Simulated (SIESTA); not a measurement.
Input of a SIESTA 5.4.2 run:

Contents of run.py:

```python
from ase.io import read
from ase.calculators.siesta import Siesta
from ase.units import Ry, GPa

atoms = read("POSCAR")

fdf = {
    'SCFMustConverge': False,
    'OccupationFunction': 'FD',
    'ElectronicTemperature': '0.05 eV',
    'MaxSCFIterations': '120',
    'SCF.Mixer.Method': 'Pulay',
    'SCF.Mixer.Weight': '0.25',
    'SCF.Mixer.History': '8',
    'SCF.DM.Tolerance': '5.0e-05',
    'SCF.H.Tolerance': '1.0e-03 eV',
    'WriteForces': 'true',
    'Charge.Mulliken': 'end',
    'PAO.Basis': ['Hg.1 5', 'n=5 0 2', '  2.588 0.000', 'n=6 0 2', '  5.715 0.000', 'n=5 1 2', '  3.064 0.000', 'n=6 1 1', '  5.715', 'n=5 2 2', '  4.977 0.000', 'Se.2 4', 'n=4 0 2', '  5.139 0.000', 'n=4 1 2', '  6.735 0.000', 'n=3 2 2', '  2.657 0.000', 'n=4 2 1', '  6.735'],
}
calc = Siesta(
    label="HgSe",
    command="siesta < PREFIX.fdf > PREFIX.out",
    pseudo_path="pseudos",
    pseudo_qualifier="",
    xc=('GGA', 'PBE'),
    basis_set="DZP",
    mesh_cutoff=800 * Ry,
    energy_shift=0.003 * Ry,
    kpts=[8, 8, 8],
    spin="non-polarized",
    fdf_arguments=fdf,
)
atoms.calc = calc

print(f"energy = {atoms.get_potential_energy():.6f} eV")
free = atoms.get_potential_energy(force_consistent=True)
print(f"free energy = {free:.6f} eV")
print("forces (eV/A):")
print(atoms.get_forces(apply_constraint=False).round(6))
print("stress (GPa, Voigt order, tension positive):", (atoms.get_stress() / GPa).round(4))
```

POSCAR

```
HgSe
1.0
    0.0000000000      3.0390000000      3.0390000000
    3.0390000000      0.0000000000      3.0390000000
    3.0390000000      3.0390000000      0.0000000000
Hg Se
1 1
Direct
    0.0000000000      0.0000000000      0.0000000000
    0.7500000000      0.7500000000      0.7500000000
```

Potentials or basis: PseudoDojo 0.5 standard (PBE files), DZP (energy shift 0.003 Ry; two zetas on semicore shells).

Run with:

```bash
$ python run.py
```

Q: Predict the band gap on the k mesh.

A: None (metal or under the smearing width).

Q: Predict the pressure.

A: 5.7 GPa.

Caveat: short orbitals over semicore shells can move pressures by several GPa; the valence orbitals were made in a potential fitted to the semicore shell under them, which widens gaps by tenths of an eV or more; the basis of atomic orbitals isn't converged, which shifts pressures, moduli and gaps. The run has no spin-orbit coupling, so splittings on Hg are missing.
